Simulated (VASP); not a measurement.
A run of VASP 6.6.1:

POSCAR

```
VSi23                                   
1.0
    0.0000000000      8.1555000000      8.1555000000
    5.4370000000      0.0000000000      5.4370000000
    5.4370000000      5.4370000000      0.0000000000
  V               Si            
     1    23
Direct
     0.9955521107615730    0.0036802084180523    0.0013244791230674
     0.0009854556232728    0.9992324513417979    0.5013414373771919
     0.0017355439060701    0.4996635759968958    0.9988693006738586
     0.0008712247689652    0.5016206744482516    0.4975402358686706
     0.3320096434321759    0.0014607266197066    0.0020714909458238
     0.3358575677290291    0.0011747991273727    0.4960540539719616
     0.3365788943605314    0.4960331821917343    0.9993596452571860
     0.3333611872276344    0.5009498704843488    0.4995277791774784
     0.6708603288718700    0.9977941572049714    0.9980959334873500
     0.6640898389541472    0.0011220715268192    0.5052745489444963
     0.6650353222002725    0.5032343062951256    0.0008337998591450
     0.6675764486451453    0.5009777424501511    0.4995913283932807
     0.0842435230795338    0.1246148777439793    0.1264467386452025
     0.0868607024568235    0.1253354661024502    0.6214990545140041
     0.0876402146867184    0.6239001310390480    0.1211766706664940
     0.0835786072537619    0.6251055570447239    0.6246922864829285
     0.4223604988701177    0.1209896343924167    0.1210044437596690
     0.4144884324180989    0.1259798576198420    0.6284168302780816
     0.4153730340439398    0.6278644377910422    0.1245095228163916
     0.4172857951021473    0.6257427140885222    0.6242286583887373
     0.7419324230799128    0.1296424306322325    0.1317382220568001
     0.7516959079800906    0.1259339819233521    0.6242098008872025
     0.7523056250014776    0.6237471769526719    0.1245281794741645
     0.7504396695466837    0.6259179685645008    0.6254965589507976
```

File INCAR.step1:

```
SYSTEM = VSi23
PREC = Accurate
ENCUT = 350
EDIFF = 1E-5
ISMEAR = 0
SIGMA = 0.03
LREAL = Auto
LASPH = .True.
NELM = 70
ALGO = Normal
ISIF = 2
LWAVE = .True.
LCHARG = .False.
ISPIN = 2
MAGMOM = 0 0 0 0 0 0 0 0 0 0 0 0 0 0 0 0 0 0 0 0 0 0 0 0
LORBIT = 11
NUPDOWN = 0
LMAXMIX = 4
NBANDS = 74
NELECT = 106.0
ISYM = -1
TIME = 0.4
NKRED = 2
GGA = PE
KPAR = 2
```

INCAR.step2

```
SYSTEM = VSi23
PREC = Accurate
ENCUT = 350
EDIFF = 1E-4
ISMEAR = 0
SIGMA = 0.03
LREAL = Auto
LASPH = .True.
NELM = 70
ALGO = Damped
ISIF = 2
LWAVE = .False.
LCHARG = .False.
ISPIN = 2
MAGMOM = 0 0 0 0 0 0 0 0 0 0 0 0 0 0 0 0 0 0 0 0 0 0 0 0
LORBIT = 11
NUPDOWN = 0
LMAXMIX = 4
GGA = PE
LHFCALC = .True.
HFSCREEN = 0.2
PRECFOCK = Fast
NBANDS = 74
NELECT = 106.0
ISYM = -1
TIME = 0.4
NKRED = 2
ISTART = 1
KPAR = 2
```

File KPOINTS:

```
Automatic mesh
0
Gamma
  2 2 2
  0 0 0
```

Potentials or basis: VASP PAW PBE potentials, release 64 (V_sv, Si).

The run is started by

```sh
$ cat potpaw_PBE.64/V_sv/POTCAR potpaw_PBE.64/Si/POTCAR > POTCAR
$ cp INCAR.step1 INCAR
$ mpirun -np 4 vasp_std > vasp.out
$ cp INCAR.step2 INCAR
$ mpirun -np 4 vasp_std > vasp.out
```

Hardware: 4 MPI ranks on Intel(R) Xeon(R) Platinum 8559C (Emerald Rapids), on a shared host.

Problem. How long does it take, and how much memory?

Solution. Wall time 13 min on 4 MPI ranks on Intel(R) Xeon(R) Platinum 8559C (Emerald Rapids), with other jobs on the host, peak memory 0.73 GiB a rank. Counts: scf iterations 21, k points 8.
